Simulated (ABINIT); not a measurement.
Rh: equation of state with PBE

**The experiment to reproduce.**

“Thermal equation of state of rhodium characterized by XRD in a resistively heated diamond anvil cell”, 2024, pmc:11535440 quotes, for a bulk crystal of Rh: bulk modulus 264 ± 1 GPa.

The system is Rh.

```xyz
1
Lattice="0.0000 1.8979 1.8979 1.8979 0.0000 1.8979 1.8979 1.8979 0.0000" Properties=species:S:1:pos:R:3 pbc="T T T"
Rh    0.0000    0.0000    0.0000
```

* Program: ABINIT 10.8.3 (patched build)
* Task: equation of state
* Functional: PBE
* Potentials or basis: JTH PAW PBE v2.0
* Cutoff: 707 eV
* k mesh: 12 × 12 × 12
* Occupations: fermi-dirac, width 0.05 eV
* Spin: no spin polarisation
* Fine-grid cutoff: 1306.15 eV
* Exchange and correlation inside the PAW spheres: full angular mesh (pawxcdev 0, this build's default; the released program takes 1)

```
Equilibrium volume                      : 14.03 Å³/atom
Bulk modulus                            : 262 GPa
Pressure derivative of the bulk modulus : 5.1
```

Energy against volume, from the lowest point:
```tsv
volume (Å³/atom)	energy (meV/atom)
12.851	95.71
13.125	53.88
13.398	25.01
13.671	7.44
13.945	0.00
14.218	1.92
14.492	11.45
```

Run time: 100 s on 1 thread of Arm Neoverse V1, on a shared host, peak memory 0.14 GiB.

Against the measured bulk modulus of Rh, 264 GPa (quoted in “Thermal equation of state of rhodium characterized by XRD in a resistively heated diamond anvil cell”, 2024, pmc:11535440), the calculated 262 GPa is off by -0.9 %. The fit is for a static lattice scaled at fixed shape and fixed fractional positions.

Caveat: pressures at fixed basis lie under the slope of the energies. PBE usually gives volumes a little too large and moduli too small.
